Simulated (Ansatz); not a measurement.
Method: DFT PBE, scalar-relativistic, plane waves, PAW (Ansatz). Settings: cutoff 420 eV, Γ-centred meshes spaced at most about 0.3 Å⁻¹, and about 0.25 Å⁻¹ or finer for metals (2π included), Gaussian smearing. Cells run with spin keep no moment; the others have no spin polarisation.

All energies are static (0 K, no zero-point motion).

Compare these two cells of Al4Co, each relaxed at this level.

A.

```
CELL_PARAMETERS angstrom
3.64475 2.10430 3.36618
-3.64475 2.10430 3.36618
0.00000 -4.20860 3.36618
ATOMIC_POSITIONS crystal
Al 0.25000 0.25000 0.25000
Al 0.75000 0.75000 0.75000
Al 0.63395 0.86605 0.25000
Al 0.25000 0.63395 0.86605
Al 0.86605 0.25000 0.63395
Al 0.36605 0.13395 0.75000
Al 0.75000 0.36605 0.13395
Al 0.13395 0.75000 0.36605
Co 0.00000 0.00000 0.00000
Co 0.50000 0.50000 0.50000
```

B.

```
CELL_PARAMETERS angstrom
4.16925 0.00000 0.00000
0.00000 4.16925 0.00000
0.00000 0.00000 8.98203
ATOMIC_POSITIONS crystal
Al 0.00000 0.00000 0.00000
Al 0.50000 0.50000 0.00000
Al 0.00000 0.50000 0.48473
Al 0.50000 0.00000 0.51527
Al 0.00000 0.00000 0.29392
Al 0.50000 0.50000 0.29392
Al 0.50000 0.50000 0.70608
Al 0.00000 0.00000 0.70608
Co 0.00000 0.50000 0.17570
Co 0.50000 0.00000 0.82430
```

Question: Which would you expect to be lower, and how large is the difference?

Answer: B is lower, by 57 meV/atom. A has space group R-3c (No. 167), 15.5 Å³/atom and no gap on its mesh; B has space group P4/nmm (No. 129), 15.6 Å³/atom and no gap. Counting all near atoms (those within 1.25 times the shortest distance at each site; a plus sign parts nearer from farther groups; a slash parts the counts of unlike sites), A has Al 2+7/2+9, Co 8 and B has Al 2+5/6+4/13, Co 4+5. In A, around Al on a site of symmetry 32 lie 2 Co at 2.52 Å and 9 Al at 2.80–2.82 Å; Al on a site of symmetry 2 has 2 Co at 2.42 Å and 7 Al at 2.80–2.82 Å; around Co lie 8 Al at 2.42–2.52 Å. In B, around Al on a site of symmetry -4m2 lie 4 Co at 2.61 Å, 2 Al at 2.64 Å and 4 Al at 2.95 Å; Al on a site of symmetry 4mm has 4 Al at 2.70 Å, 1 Co at 2.78 Å and 8 Al at 2.88–2.96 Å; Co has 4 Al at 2.34 Å, 4 Al at 2.61 Å and 1 Al at 2.78 Å; 1 more site not described. Both come from invented guesses. The lowest form computed isn't among them: it has Al and Co ordered on fcc sites, space group I4/mmm (No. 139), 14.6 Å³/atom and lies 5 meV/atom below the best shown.

A magnetic state wasn't ruled out in cells without spin, among them P4/nmm. Cells relaxed within their symmetry can be saddle points. Some structure types and database cells were kept out of the candidates from the start, so a known form may be missing.
